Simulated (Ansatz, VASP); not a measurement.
La, level by level in two programs

```
La
1.0
     3.67345    0.00000    0.00000
    -1.83672    3.18130    0.00000
     0.00000    0.00000    5.94609
La
2
Cartesian
  1.8367 1.0604 4.4596
  0.0000 2.1209 1.4865
```

Change from the starting cell: volume scaled by 0.94.

Single points on this cell with VASP 6.6.1 and Ansatz 0.2.0. Each row is one pair of runs. Alike in all rows: spin: off; k mesh: 8 × 8 × 5; smearing: fermi-dirac, width 0.05 eV; VASP's potentials, cutoff: VASP PAW PBE potentials, release 64 (La), 520 eV.

```tsv
level	Ansatz's potentials, cutoff	gap on the k mesh at the Fermi level (eV), VASP	gap on the k mesh at the Fermi level (eV), Ansatz	pressure (GPa), VASP	pressure (GPa), Ansatz
PBE	Ansatz PAW, 420 eV	none	none	2.5	2.4
PBE	Ansatz PAW earlier set, 640 eV	none	none	2.5	2.4
PBE	SSSP efficiency PAW, 544 eV	none	none	2.5	2.6
PBE	JTH PAW, 840 eV	none	none	2.5	2.6
PBE	SPMS NC, 490 eV	none	none	2.5	2.6
PBE	PseudoDojo standard (PBE files), 1497 eV	none	none	2.5	2.4
PBE	PseudoDojo stringent (PBE files), 1497 eV	none	none	2.5	2.4
PBE	Ansatz NC, 1497 eV	none	none	2.5	2.4
```

Pressure (GPa): the two programs differ by at most 0.1.

A gap of «none» marks a metal or a gap that the smearing closes.
